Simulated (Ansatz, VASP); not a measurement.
# InSe in two plane-wave programs, part 2 of 2

One calculation is typed for both programs; each brings its own data sets and cutoff. How far apart do they land? The cell is taken from a series of VASP runs on this material, whose earlier steps may have relaxed, scaled or displaced it; both programs get it as it stands.

VASP 6.6.1 and Ansatz 0.2.0.

So far: The structure; Ansatz: band structure, LDA; VASP: band structure, LDA; Comparison; Further runs.

### 6. Ansatz: single point, LDA

Level of this step: Ansatz beside VASP: Kohn-Sham DFT, plane waves, LDA (Ansatz).

A single point gives forces, pressure and levels at one fixed geometry, so differences don't come from the geometry; what else differs is listed under the comparison.

The cell is taken from a series of VASP runs on this material, whose earlier steps may have relaxed, scaled or displaced it; both programs get it as it stands.

input.yaml

```yaml
crystal:
  lattice:
    - [1.989143212, 1.1484323689, 8.1168788165]
    - [-1.989143212, 1.1484323689, 8.1168788165]
    - [0.0, -2.2968647379, 8.1168788165]
  atoms:
    - { symbol: In, position: [0.9997355226, 0.9997355226, 0.9997355226] }
    - { symbol: In, position: [0.1124797181, 0.1124797181, 0.1124797181] }
    - { symbol: Se, position: [0.6143096607, 0.6143096607, 0.6143096607] }
    - { symbol: Se, position: [0.8311750986, 0.8311750986, 0.8311750986] }
hamiltonian:
  xc: lda
  pseudopotentials: { kind: paw }
kpoints:
  mp_grid: { grid: [10, 10, 10] }
scf:
  occupations: { method: tetrahedron }
output:
  forces: true
  stress: true
  write_density: true
  write_potential: true
  elf: true
  volumetric_format: npy
```

The run is started by

```console
$ ansatz run input.yaml --threads 2 --pin off --max-ram 4608MiB --backend cpu --events-out ev --progress --plain --runs-dir out
```

Numbers of over 12 decimals in the logs are rounded to 6 here.

The log of the run:

```text
Warning: output.forces, output.stress, relax.cell or npt_langevin: where a Kohn–Sham band that disperses or a degenerate level is filled in part under the method tetrahedron, the forces or the stress that this run publishes need not agree with its energy (scf.occupations.method in the input reference, under Limitations); prefer a smearing scheme for the forces or the stress
[...]
k-point 0: bands = [... 25 lower, 6.2347, 6.2347, 6.4151, 6.4151, 9.4177, 9.6209, 11.8921, 11.8921, ... 2 higher]
  k-point 1: bands = [... 25 lower, 6.0236, 6.0922, 6.3085, 6.4294, 9.6253, 10.1466, 11.3459, 11.9952, ... 2 higher]
  k-point 2: bands = [... 25 lower, 5.7476, 5.7764, 6.0292, 6.5595, 9.7399, 9.9876, 11.4995, 11.8612, ... 2 higher]
  k-point 115: bands = [... 25 lower, 6.1574, 6.5039, 6.5039, 7.7097, 7.8879, 9.6864, 11.7700, 11.7700, ... 2 higher]
[key lines of the parts left out:]
SCF converged after 7 iterations
Free energy (F): -21682.752423 eV
Fermi energy:    7.709727 eV
P = ⅓ Tr σ = -0.1509 GPa (-1.509 kbar)
```

Elapsed: 44 s, on 2 threads of Arm Neoverse N1, shared host; peak memory 0.55 GiB.

The run ends at a pressure of -0.15 GPa, with forces up to 0.029 eV/Å.

### 7. VASP: single point, LDA

The same cell, functional (in two slightly different forms), mesh and smearing now go to VASP, with its own data sets and cutoff.

INCAR

```
SYSTEM = InSe
PREC = Accurate
ENCUT = 400
EDIFF = 1E-06
NELM = 100
ISMEAR = -5
SIGMA = 0.05
LREAL = .FALSE.
ALGO = Normal
GGA = CA
NBANDS = 33
LORBIT = 11
LWAVE = .FALSE.
LCHARG = .FALSE.
KPAR = 4
NEDOS = 2001
```

POSCAR

```
InSe
1.0
    1.9891432120      1.1484323689      8.1168788165
   -1.9891432120      1.1484323689      8.1168788165
    0.0000000000     -2.2968647379      8.1168788165
In Se
2 2
Direct
    0.9997355226      0.9997355226      0.9997355226
    0.1124797181      0.1124797181      0.1124797181
    0.6143096607      0.6143096607      0.6143096607
    0.8311750986      0.8311750986      0.8311750986
```

KPOINTS

```
Automatic mesh
0
Gamma
10 10 10
0 0 0
```

PAW data sets: In_d and Se (LDA family, release 64).

The run is started by

```console
$ mpirun -np 4 vasp_std
```

The log of the run:

```text
[... set-up lines as in an earlier step ...]
 entering main loop
       N       E                     dE             d eps       ncg     rms          rms(c)
DAV:   1     0.321472415459E+03    0.32147E+03   -0.14259E+04  7664   0.108E+03
DAV:   2     0.215201383331E+02   -0.29995E+03   -0.28551E+03  7882   0.312E+02
DAV:   3    -0.154388105064E+02   -0.36959E+02   -0.36315E+02  9439   0.120E+02
DAV:   4    -0.170916041201E+02   -0.16528E+01   -0.16489E+01  9131   0.263E+01
[...]
DAV:  11    -0.166709771231E+02   -0.12865E-04   -0.42028E-05 10509   0.496E-02    0.181E-02
DAV:  12    -0.166709729996E+02    0.41235E-05   -0.98982E-06 10425   0.265E-02    0.133E-02
DAV:  13    -0.166709735075E+02   -0.50795E-06   -0.18495E-06  7348   0.599E-03
   1 F= -.16670974E+02 E0= -.16670974E+02  d E =0.000000E+00
```

Parts of OUTCAR (step 7):

```text
  Total       -0.0393287     -0.0393287      0.0019851      0.0000000     -0.0000000      0.0000000
  in kB       -0.5663810     -0.5663810      0.0285874      0.0000000     -0.0000000      0.0000000
  external PRESSURE =      -0.3680582 kB  Pullay stress =       0.0000000 kB

 POSITION                                       TOTAL-FORCE (eV/Angst)
 -----------------------------------------------------------------------------------
      0.00000     -0.00000     24.34420         0.000000     -0.000000      0.008810
      0.00000     -0.00000      2.73895         0.000000      0.000000     -0.007768
      0.00000     -0.00000     14.95883         0.000000      0.000000     -0.000097
      0.00000     -0.00000     20.23964         0.000000      0.000000     -0.000946
 -----------------------------------------------------------------------------------
    total drift:                               -0.000000     -0.000000     -0.001513

  FREE ENERGIE OF THE ION-ELECTRON SYSTEM (eV)
  ---------------------------------------------------
  free  energy   TOTEN  =       -16.6709735075 eV

  energy  without entropy=      -16.6709735075  energy(sigma->0) =      -16.67097351

[... 1 part as in an earlier step ...]

[... 2 further parts left out ...]
[key lines of the parts left out:]
E-fermi :   4.5567
```

The run ends at a pressure of -0.04 GPa, with forces up to 0.0088 eV/Å.

### 8. Differences

Compared:

```csv
quantity,Ansatz,VASP,difference
pressure (GPa),-0.15,-0.04,-0.11
gap on the k mesh (eV),0.178,0.188,-0.010
```

At this near-relaxed geometry the largest component of a force difference is 28 meV/Å. A gap on the mesh is an upper bound, since the band edges may lie between its points. Ansatz's pressure holds a Pulay correction of 0.03 GPa; VASP's holds none.

### 9. Further runs

Further runs change the set-up of one program: Ansatz's method, potentials or start, or VASP's data sets, cutoff or form of LDA. The table gives Ansatz less VASP for each quantity, since a change that brings one quantity closer may part another.

```csv
run,r.m.s. force difference (meV/Å),pressure (GPa),gap on the k mesh (eV)
as above,12,-0.11,-0.0098
cores kept as stored,9.7,-0.079,-0.0079
Ansatz's larger PAW set (cutoff 620 eV),12,-0.11,-0.0083
norm-conserving potentials (cutoff 1170 eV),14,-0.13,-0.016
```

### 10. VASP: band structure, LDA, spin-orbit coupling

The same path points are solved in both programs, so levels can be compared one by one.

INCAR

```
SYSTEM = InSe
PREC = Accurate
ENCUT = 400
EDIFF = 1E-06
NELM = 100
ISMEAR = 0
SIGMA = 0.05
LREAL = .FALSE.
ALGO = Normal
GGA = CA
LNONCOLLINEAR = .TRUE.
MAGMOM = 0 0 0 0 0 0 0 0 0 0 0 0
NBANDS = 50
GGA_COMPAT = .FALSE.
LASPH = .TRUE.
LSORBIT = .TRUE.
LORBIT = 11
LWAVE = .FALSE.
LCHARG = .FALSE.
KPAR = 4
```

POSCAR is that of step 7.

KPOINTS

```
Automatic mesh
0
Gamma
5 5 5
0 0 0
```

KPOINTS_OPT

```
Line mode
16
Line-mode
Reciprocal
  0.00000000   0.00000000   0.00000000 GAMMA
  0.50000000   0.00000000   0.00000000 L

  0.50000000   0.00000000   0.00000000 L
  0.50000000   0.18001237  -0.18001237 B1

  0.81998763   0.50000000   0.18001237 B
  0.50000000   0.50000000   0.50000000 Z

  0.50000000   0.50000000   0.50000000 Z
  0.00000000   0.00000000   0.00000000 GAMMA

  0.00000000   0.00000000   0.00000000 GAMMA
  0.34000618   0.00000000  -0.34000618 X

  0.65999382   0.34000618   0.00000000 Q
  0.50000000   0.50000000   0.00000000 F

  0.50000000   0.50000000   0.00000000 F
  0.65999382   0.65999382   0.18001237 P1

  0.65999382   0.65999382   0.18001237 P1
  0.50000000   0.50000000   0.50000000 Z

  0.50000000   0.00000000   0.00000000 L
  0.81998763   0.34000618   0.34000618 P
```

The run is started by

```console
$ mpirun -np 4 vasp_ncl
```

The log of the run:

```text
[... set-up lines as in an earlier step ...]
 entering main loop
       N       E                     dE             d eps       ncg     rms          rms(c)
DAV:   1     0.359719859252E+03    0.35972E+03   -0.14404E+04  3500   0.144E+03
DAV:   2     0.376102197516E+02   -0.32211E+03   -0.31040E+03  3508   0.400E+02
DAV:   3    -0.136751051365E+02   -0.51285E+02   -0.49323E+02  4240   0.179E+02
DAV:   4    -0.171165803426E+02   -0.34415E+01   -0.34075E+01  4256   0.461E+01
[...]
DAV:  12    -0.167696882961E+02   -0.15553E-05   -0.33088E-05  5150   0.391E-02    0.271E-02
DAV:  13    -0.167696872205E+02    0.10755E-05   -0.71259E-06  4256   0.218E-02    0.121E-02
DAV:  14    -0.167696873944E+02   -0.17386E-06   -0.14715E-06  3122   0.799E-03
   1 F= -.16769687E+02 E0= -.16769687E+02  d E =-.845281E-11  mag=     0.0000    -0.0000     0.0000
 Start KPOINTS_OPT (optional k-point list driver)
k-point batch [1-35\144]
       N       E                     dE             ncg
DAV:   1     0.530764166178E+04   -0.22063E+05     3500
DAV:   2    -0.583347838699E+04   -0.11141E+05     3580
DAV:   3    -0.758960562161E+04   -0.17561E+04     4126
DAV:   4    -0.770408074954E+04   -0.11448E+03     4196
[...]
DAV:   8    -0.770939798294E+04   -0.14801E-03     5414
DAV:   9    -0.770939798709E+04   -0.41431E-05     3248
DAV:  10    -0.770939798756E+04   -0.47003E-06     2646
[...]
k-point batch [141-144\144]
       N       E                     dE             ncg
DAV:   1     0.235192552356E+05   -0.34685E+04      400
DAV:   2     0.222576005414E+05   -0.12617E+04      416
DAV:   3     0.220627036347E+05   -0.19490E+03      490
DAV:   4     0.220506583650E+05   -0.12045E+02      464
DAV:   5     0.220501093574E+05   -0.54901E+00      576
DAV:   6     0.220500929224E+05   -0.16435E-01      600
DAV:   7     0.220500925051E+05   -0.41730E-03      584
DAV:   8     0.220500924873E+05   -0.17787E-04      616
DAV:   9     0.220500924867E+05   -0.57240E-06      352
```

OUTCAR, selected parts (step 10):

```text
  Total        0.0716114      0.0716114     -0.0781757      0.0000000      0.0000000      0.0000000
  in kB        1.0312898      1.0312898     -1.1258247      0.0000000      0.0000000      0.0000000
  external PRESSURE =       0.3122517 kB  Pullay stress =       0.0000000 kB

 POSITION                                       TOTAL-FORCE (eV/Angst)
 -----------------------------------------------------------------------------------
      0.00000     -0.00000     24.34420         0.000000      0.000000     -0.002110
      0.00000     -0.00000      2.73895         0.000000     -0.000000      0.002762
      0.00000     -0.00000     14.95883         0.000000     -0.000000      0.009123
      0.00000     -0.00000     20.23964         0.000000      0.000000     -0.009775
 -----------------------------------------------------------------------------------
    total drift:                               -0.000000     -0.000000     -0.001488

  FREE ENERGIE OF THE ION-ELECTRON SYSTEM (eV)
  ---------------------------------------------------
  free  energy   TOTEN  =       -16.7696873944 eV

  energy  without entropy=      -16.7696873944  energy(sigma->0) =      -16.76968739

 magnetization (x)
# of ion       s       p       d       tot
------------------------------------------
    1        0.000   0.000   0.000   0.000
    2        0.000   0.000  -0.000  -0.000
    3        0.000   0.000   0.000   0.000
    4        0.000   0.000   0.000   0.000
--------------------------------------------------
tot          0.000   0.000  -0.000   0.000

 magnetization (y)
# of ion       s       p       d       tot
------------------------------------------
    1        0.000   0.000   0.000   0.000
    2        0.000   0.000   0.000   0.000
    3        0.000   0.000   0.000   0.000
    4        0.000   0.000   0.000   0.000
--------------------------------------------------
tot          0.000   0.000   0.000   0.000

 magnetization (z)
# of ion       s       p       d       tot
------------------------------------------
    1        0.000   0.000   0.000   0.000
    2        0.000   0.000   0.000   0.000
    3        0.000   0.000   0.000   0.000
    4        0.000   0.000   0.000   0.000
--------------------------------------------------
tot          0.000   0.000   0.000   0.000

[... 1 part as in an earlier step ...]

[... 2 further parts left out ...]
[key lines of the parts left out:]
E-fermi :   4.3972
```

The run ends at a pressure of 0.03 GPa, with forces up to 0.0098 eV/Å.

### 11. Ansatz: band structure, LDA, spin-orbit coupling

The same cell, functional (in two slightly different forms), mesh and smearing now go to Ansatz, which takes its cutoff from its data sets.

The cell is taken from a series of VASP runs on this material, whose earlier steps may have relaxed, scaled or displaced it; both programs get it as it stands.

input.yaml

```yaml
crystal:
  lattice:
    - [1.989143212, 1.1484323689, 8.1168788165]
    - [-1.989143212, 1.1484323689, 8.1168788165]
    - [0.0, -2.2968647379, 8.1168788165]
  atoms:
    - { symbol: In, position: [0.9997355226, 0.9997355226, 0.9997355226] }
    - { symbol: In, position: [0.1124797181, 0.1124797181, 0.1124797181] }
    - { symbol: Se, position: [0.6143096607, 0.6143096607, 0.6143096607] }
    - { symbol: Se, position: [0.8311750986, 0.8311750986, 0.8311750986] }
hamiltonian:
  xc: lda
  pseudopotentials: { kind: paw_fr }
magnetization:
  noncollinear: true
  spin_orbit: true
kpoints:
  mp_grid: { grid: [5, 5, 5] }
  band_path:
    path:
      - [0.0, 0.0, 0.0]
      - [0.13333, 0.0, 0.0]
      - [0.3, 0.0, 0.0]
      - [0.46667, 0.0, 0.0]
      - [0.5, 0.036, -0.036]
      - [0.5, 0.09601, -0.09601]
      - [0.5, 0.15601, -0.15601]
      - [0.77732, 0.5, 0.22268]
      - [0.67066, 0.5, 0.32934]
      - [0.564, 0.5, 0.436]
      - [0.5, 0.5, 0.5]
      - [0.46667, 0.46667, 0.46667]
      - [0.3, 0.3, 0.3]
      - [0.13333, 0.13333, 0.13333]
      - [0.0, 0.0, 0.0]
      - [0.11334, 0.0, -0.11334]
      - [0.204, 0.0, -0.204]
      - [0.31734, 0.0, -0.31734]
      - [0.628, 0.372, 0.0]
      - [0.57466, 0.42534, 0.0]
      - [0.52133, 0.47867, 0.0]
      - [0.52133, 0.52133, 0.024]
      - [0.57466, 0.57466, 0.08401]
      - [0.628, 0.628, 0.14401]
      - [0.64933, 0.64933, 0.20134]
      - [0.596, 0.596, 0.30801]
      - [0.54267, 0.54267, 0.41467]
      - [0.51067, 0.51067, 0.47867]
      - [0.5, 0.0, 0.0]
      - [0.60666, 0.11334, 0.11334]
      - [0.71333, 0.22667, 0.22667]
      - [0.81999, 0.34001, 0.34001]
    npoints: 1
scf:
  occupations: { method: gaussian, width: 0.05 }
  n_extra_bands: 16
output:
  forces: true
  stress: true
  eigenvalues: true
```

The run is started by

```console
$ ansatz run input.yaml --threads 2 --pin off --max-ram 4608MiB --backend cpu --events-out ev --progress --plain --runs-dir out
```

The log of the run:

```text
[...]
non-collinear run that drives no moment, with spin-orbit: no starting moment large enough to seed its density (crystal.atoms[].spin), no starting occupations that ask for one, no magnetisation constraint and no magnetic field, so the semilocal B_xc is pinned to zero
Crystal: 4 atoms, lattice volume = 111.253 Å³
[...]
k-point 0: bands = [... 54 lower, 6.3844, 6.3844, 6.5708, 6.5708, 9.4182, 9.4182, 9.6089, 9.6089, ... 12 higher]
  k-point 1: bands = [... 54 lower, 6.0513, 6.0598, 6.5729, 6.5826, 9.7379, 9.7414, 9.9654, 9.9865, ... 12 higher]
  k-point 2: bands = [... 54 lower, 5.5085, 5.5175, 6.0580, 6.0789, 8.7297, 8.7456, 9.5982, 9.6223, ... 12 higher]
  k-point 18: bands = [... 54 lower, 6.1247, 6.1306, 7.2669, 7.2762, 9.4714, 9.4756, 10.2425, 10.2447, ... 12 higher]
[key lines of the parts left out:]
SCF converged after 10 iterations
Magnetization: |M| = 0.0000 μB,  M = (+0.0000, +0.0000, +0.0000) μB
Free energy (F): -21686.729204 eV
Fermi energy:    7.809015 eV
P = ⅓ Tr σ = -0.1094 GPa (-1.094 kbar)
```

Wall time 86 s (2 threads); peak memory 0.82 GiB.

### 12. Comparison

What differs besides the data sets and the points named for the pairs above, as far as they apply: spin-orbit coupling enters by fully relativistic files in Ansatz and inside the spheres in VASP; the data sets hold 58 valence electrons in Ansatz (fully relativistic PAW (standard-fr) files) and 38 in VASP. Total energies have different zeros and are not compared.

Compared:

```csv
quantity,Ansatz,VASP,difference
pressure (GPa),-0.11,0.03,-0.14
gap over the path points (eV),0.148,0.156,-0.008
```

Levels at points of the path, from each program's valence-band top (eV; 8 filled, then empty):

```csv
k (reciprocal lattice),Ansatz,VASP
0.000 0.000 0.000,-1.56 -1.56 -1.49 -1.49 -1.36 -1.36 -1.18 -1.18 1.67 1.67 1.86 1.86 3.93 3.93,-1.57 -1.57 -1.50 -1.50 -1.38 -1.38 -1.19 -1.19 1.66 1.66 1.86 1.86 3.93 3.93
0.133 0.000 0.000,-1.91 -1.91 -1.72 -1.71 -1.50 -1.49 -1.24 -1.23 1.95 1.97 2.56 2.56 3.39 3.42,-1.92 -1.92 -1.73 -1.72 -1.51 -1.51 -1.25 -1.24 1.95 1.97 2.56 2.56 3.38 3.42
0.300 0.000 0.000,-2.32 -2.32 -2.20 -2.19 -2.00 -1.99 -1.29 -1.27 1.38 1.40 1.92 1.94 3.60 3.63,-2.33 -2.33 -2.21 -2.19 -2.01 -2.00 -1.29 -1.28 1.38 1.39 1.93 1.94 3.58 3.61
0.467 0.000 0.000,-2.71 -2.70 -2.58 -2.57 -2.35 -2.35 -1.81 -1.80 0.88 0.89 1.85 1.86 3.50 3.52,-2.71 -2.70 -2.59 -2.58 -2.37 -2.37 -1.81 -1.81 0.87 0.88 1.85 1.86 3.49 3.51
0.500 0.036 -0.036,-3.01 -2.96 -2.76 -2.63 -2.46 -2.41 -1.77 -1.73 1.05 1.09 1.97 2.03 3.52 3.58,-3.02 -2.97 -2.77 -2.64 -2.47 -2.42 -1.77 -1.74 1.05 1.08 1.97 2.03 3.51 3.57
0.500 0.096 -0.096,-3.72 -3.67 -3.24 -3.20 -2.38 -2.36 -1.68 -1.65 1.72 1.77 2.16 2.25 3.05 3.11,-3.73 -3.69 -3.25 -3.21 -2.38 -2.37 -1.68 -1.65 1.72 1.76 2.16 2.26 3.04 3.10
0.500 0.156 -0.156,-4.04 -3.96 -2.98 -2.93 -2.41 -2.39 -1.85 -1.80 1.53 1.56 2.23 2.34 2.98 3.06,-4.06 -3.98 -2.98 -2.94 -2.41 -2.39 -1.86 -1.81 1.52 1.55 2.24 2.35 2.97 3.05
0.777 0.500 0.223,-3.67 -3.60 -2.78 -2.75 -2.63 -2.57 -2.06 -2.00 1.42 1.47 2.40 2.52 3.43 3.53,-3.68 -3.62 -2.79 -2.76 -2.64 -2.58 -2.07 -2.00 1.41 1.46 2.41 2.53 3.42 3.52
0.671 0.500 0.329,-3.16 -3.11 -2.81 -2.78 -2.37 -2.35 -0.96 -0.94 2.20 2.31 2.44 2.54 3.80 3.92,-3.17 -3.12 -2.83 -2.79 -2.39 -2.37 -0.96 -0.94 2.21 2.31 2.44 2.53 3.79 3.91
0.564 0.500 0.436,-2.19 -2.18 -1.72 -1.72 -1.39 -1.39 -0.11 -0.10 1.01 1.03 2.45 2.48 3.48 3.49,-2.21 -2.19 -1.73 -1.73 -1.40 -1.40 -0.11 -0.10 1.02 1.03 2.44 2.47 3.47 3.48
```

At this near-relaxed geometry the largest component of a force difference is 32 meV/Å. Among the levels compared at these points, filled levels agree within 18 meV and empty ones within 18 meV. Ansatz's pressure holds a Pulay correction of 0.03 GPa; VASP's holds none.

### 13. Further runs

Further runs change the set-up of one program: Ansatz's method, potentials or start, or VASP's data sets, cutoff or form of LDA. The table gives Ansatz less VASP for each quantity, since a change that brings one quantity closer may part another.

```csv
run,r.m.s. force difference (meV/Å),pressure (GPa),gap over the path points (eV)
as above,14,-0.14,-0.0083
cores kept as stored,11,-0.11,-0.0063
Ansatz's larger PAW set (cutoff 620 eV),14,-0.14,-0.0070
```

### 14. What came out

```yaml
r_m_s_force_difference_band_structure_lda: 13 meV/Å
r_m_s_force_difference_single_point_lda: 12 meV/Å
r_m_s_force_difference_band_structure_lda_spin_orbit_coupling: 14 meV/Å
```

**Reading.** The r.m.s. force difference is 14 meV/Å (band structure, LDA, spin-orbit coupling), beyond the 12 meV/Å picked in this series as the mark of a large difference. Band structure, LDA, cores kept as stored: the difference in pressure goes from -0.11 to -0.080 GPa. Band structure, LDA, norm-conserving potentials (cutoff 1170 eV): the difference in gap over the path points goes from -0.011 to -0.017 eV. Single point, LDA, cores kept as stored: the difference in pressure goes from -0.11 to -0.079 GPa. Single point, LDA, norm-conserving potentials (cutoff 1170 eV): the difference in gap on the k mesh goes from -0.0098 to -0.016 eV. For band structure, LDA, spin-orbit coupling, no further run moves any of the tabulated differences by more than a quarter of its size. 4 further runs of this series are not shown here. How closely two codes agree says nothing of how well the functional describes the real material.

[Lines on the potential files, build, host, timing and source positions are cut from VASP's logs without a mark.]

[Logs are printed without paths, hosts, clocks, repeated set-up lines and the standing remarks that a program may print on its own settings, such as how far it seeks lower states.]

[Hosts, paths, dates, database ids (printed as entryN), source tags and the programs' standing remarks are cut or masked in the printed files.]
